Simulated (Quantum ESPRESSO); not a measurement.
The system is TePb.

```xyz
2
Lattice="0.0000 3.2310 3.2310 3.2310 0.0000 3.2310 3.2310 3.2310 0.0000" Properties=species:S:1:pos:R:3 pbc="T T T"
Pb    0.0000    0.0000    0.0000
Te    3.2310    3.2310    3.2310
```

| Item | Value |
| --- | --- |
| Program | Quantum ESPRESSO 7.5 |
| Task | phonons |
| Functional | BLYP |
| Potentials or basis | GBRV 1.5 PBE |
| Cutoff | 612 eV |
| Density cutoff | 4898 eV |
| k mesh | 6 × 6 × 6, shifted |
| Occupations | fermi-dirac, width 0.05 eV |
| Spin | no spin polarisation |
| Mixing beta | 0.5 |
| Most SCF iterations | 120 |
| SCF threshold | 4e-10 Ry |

The cell and the atoms were relaxed first, to 38.16 Å³/atom (a = 4.761 Å, b = 4.761 Å, c = 4.761 Å, α = 60.00°, β = 60.00°, γ = 60.00°), and the response was taken there.

The first run showed a gap, so the response started from a second, tighter run with fixed occupations.

Which optical modes does the crystal have at the zone centre, and which show in infrared and Raman spectra?

The optical modes are T1u. Infrared active: T1u. None is Raman active.

Optical modes at Γ, degenerate ones joined, polar ones without the macroscopic field:
```
cm⁻¹  components  symmetry  active in  IR intensity, summed ((D/Å)²/amu)
 35i           3       T1u         IR                              29.64
```

Zone-centre frequencies without and with the macroscopic field along z (cm⁻¹):
|  | optical modes in rising order |
| --- | --- |
| without | 35i 35i 35i |
| with the field | 35i 35i 100 |

Born effective charge tensors (e):
atom 1, Pb
```
5.82 0.00 0.00
0.00 5.82 0.00
0.00 0.00 5.82
```
atom 2, Te
```
-5.81  0.00  0.00
 0.00 -5.81  0.00
 0.00  0.00 -5.81
```

Electronic dielectric tensor:
```
24.32  0.00  0.00
 0.00 24.32  0.00
 0.00  0.00 24.32
```

Caveat: the potentials were made for another functional, which shifts forces and pressure; some modes are imaginary.
